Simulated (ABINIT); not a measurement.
PbF2 (Fluorocronite):

```
Pb F
1.0
     0.00000    2.96366    2.96366
     2.96366    0.00000    2.96366
     2.96366    2.96366    0.00000
Pb F
1 2
Direct
  0.00000 0.00000 0.00000
  0.75000 0.75000 0.75000
  0.25000 0.25000 0.25000
```

* Program: ABINIT 10.8.3 (patched build)
* Task: relaxation of cell and atoms
* Functional: LDA
* Potentials or basis: PseudoDojo NC SR LDA v0.4.1 standard
* Cutoff: 1143 eV
* k mesh: 6 × 6 × 6
* Occupations: fermi-dirac, width 0.05 eV
* Spin: no spin polarisation

At the start: pressure -4.5 GPa; volume 17.35 Å³/atom.

Task: How do energy, volume and symmetry change on relaxing?

Result: Over 5 steps the energy falls by 14.8 meV/atom and the volume is 16.36 Å³/atom (-5.7 %); space group Fm-3m (No. 225, to 0.05 Å).

Step by step:
```csv
step,energy change (eV),largest force (eV/Å),pressure (GPa),volume (Å³)
1,0.0000,0.0000,-4.51,52.06
2,-0.0181,0.0000,-3.57,51.35
3,-0.0442,0.0000,0.40,48.85
4,-0.0445,0.0000,-0.03,49.09
5,-0.0445,0.0000,0.00,49.08
```

Final structure:
```cif
data_structure
_symmetry_space_group_name_H-M 'P 1'
_symmetry_Int_Tables_number 1
_cell_length_a 4.1095
_cell_length_b 4.1095
_cell_length_c 4.1095
_cell_angle_alpha 60.000
_cell_angle_beta 60.000
_cell_angle_gamma 60.000
_cell_volume 49.08
loop_
_atom_site_label
_atom_site_type_symbol
_atom_site_fract_x
_atom_site_fract_y
_atom_site_fract_z
_atom_site_occupancy
Pb1 Pb 0.00000 0.00000 0.00000 1
F1 F 0.75000 0.75000 0.75000 1
F2 F 0.25000 0.25000 0.25000 1
```
